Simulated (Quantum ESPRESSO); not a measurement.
## MnO in Quantum ESPRESSO: the effect of functional

The system is MnO.

```
Mn O
1.0
     0.00000    2.22391    2.22391
     2.22391    0.00000    2.22391
     2.22391    2.22391    0.00000
Mn O
1 1
Direct
  0.00000 0.00000 0.00000
  0.50000 0.50000 0.50000
```

The cell is a database's computed one.

Alike in all runs:

```yaml
Program: Quantum ESPRESSO 7.5
Task: phonon dispersion
Cutoff: 612 eV
Density_cutoff: 4898 eV
k_mesh: 4 × 4 × 4, shifted
Occupations: fermi-dirac, width 0.05 eV
Spin: collinear spin, ferromagnetic start
Starting_moments: "[4.0, 0.0] μB"
```

Each run relaxes the cell or the atoms first.

**Question.** One run gave: relaxed volume 10.34 Å³/atom; moment 4.62 μB; highest phonon frequency 398 cm⁻¹. Which functional did it use?
A. LDA
B. PBEsol
C. PBE

**Answer.** B.

```csv
functional,potentials or basis,relaxed volume (Å³/atom),moment (μB),highest phonon frequency (cm⁻¹)
LDA,GBRV 1.5 LDA,9.15,3.75,460
PBE,GBRV 1.5 PBE,11.02,4.80,397
PBEsol,GBRV 1.5 PBEsol,10.34,4.62,398
```

Caveats: all runs use coarse meshes; the mesh is thin for the phonons of a metal; a cell with one magnetic atom can't hold antiferromagnetic order, which such compounds often take; some modes are imaginary (some runs); the volume moved by over 15 % at a fixed basis, so the end points are rough (some runs).
